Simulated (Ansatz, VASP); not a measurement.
**One calculation of Na, two programs**

```
Na
1.0
    -2.02872    2.02872    2.02872
     2.02872   -2.02872    2.02872
     2.02872    2.02872   -2.02872
Na
1
Direct
  0.00000 0.00000 0.00000
```

Alike in both runs: task single point; functional LDA; k mesh 11 × 11 × 11; occupations methfessel-paxton of order 1, width 0.6 eV; no spin polarisation.

```csv
,VASP,Ansatz
version,VASP 6.6.1,Ansatz 0.2.0
potentials or method,"VASP PAW LDA potentials, release 64 (Na_pv)","plane waves (420 eV) with PAW, scalar-relativistic"
plane-wave cutoff (eV),520,420
valence electrons in the cell,7,9
```

```csv
,VASP,Ansatz,Ansatz less VASP
pressure (GPa),-0.1,0.0,+0.03
```

The two sets of potentials don't hold the same shells in valence. Ansatz warned: «pseudo_functional_mismatch».
